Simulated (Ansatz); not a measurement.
## CdF$_{2}$ under compression and expansion

```
Cd F
1.0
     0.00000    2.69400    2.69400
     2.69400    0.00000    2.69400
     2.69400    2.69400    0.00000
Cd F
1 2
Direct
  0.00000 0.00000 0.00000
  0.25000 0.25000 0.25000
  0.75000 0.75000 0.75000
```

Conventional cell: a = 5.388 Å, b = 5.388 Å, c = 5.388 Å, α = 90.00°, β = 90.00°, γ = 90.00°. Cd (atom 1) is surrounded by 8 F at 2.33 Å. F (atom 2) has 4 Cd at 2.33 Å as nearest neighbours.

The geometry is COD entry 9009006, unchecked; take it as a test cell.

Levels of theory: DFT, LDA, all-electron LAPW, scalar-relativistic (Ansatz 0.2.0); DFT, LDA, PAW with Ansatz's default frozen-core files, scalar-relativistic (Ansatz 0.2.0).

For LAPW: a Γ-centred 8×8×8 k mesh, Fermi–Dirac smearing of 0.02 eV, basis error target 1 meV/atom, no spin polarisation. PAW takes a cutoff of 420 eV at this cell (files made with PBE, cores remade for this functional). The Ansatz runs share mesh, smearing and spin set-up. Plane-wave (PAW) pressures include the program's estimate of the Pulay term.

The cell above is scaled evenly, with fractional coordinates and shape held.

```tsv
V/V(cell)	V (Å³/atom)	P, LAPW (GPa)	P, PAW (GPa)	gap on the k mesh, LAPW (eV)	free energy over the lowest listed, PAW (meV/atom)
0.9400	12.253	1.49	1.43	3.02	0.2
0.9600	12.513	-1.20	-1.24	2.94	0.0
0.9800	12.774	-3.57	-3.61	2.87	4.0
0.9900	12.904	-4.66	-4.69	2.83	7.3
1.0000	13.035	-5.67	-5.70	2.80	11.6
1.0100	13.165	-6.63	-6.66	2.76	16.6
1.0200	13.295	-7.53	-7.55	2.73	22.3
1.0400	13.556	?	?	?	?
1.0600	13.817	-10.61	-10.63	2.59	52.2
```

Fill in the row V/V(cell) = 1.0400.

P, LAPW (GPa) = -9.17, P, PAW (GPa) = -9.18, gap on the k mesh, LAPW (eV) = 2.66, free energy over the lowest listed, PAW (meV/atom) = 36.0.

What do Birch–Murnaghan fits to the pressures give?

LAPW: V0 = 12.39 Å³/atom, B0 = 127 GPa, B0′ = 4.9; PAW: V0 = 12.39 Å³/atom, B0 = 127 GPa, B0′ = 4.9.

PAW's V0 lies -0.04 % from the all-electron value and its B0 -0.2 %. Symmetry fixes shape and coordinates here, so this is the relaxed modulus.
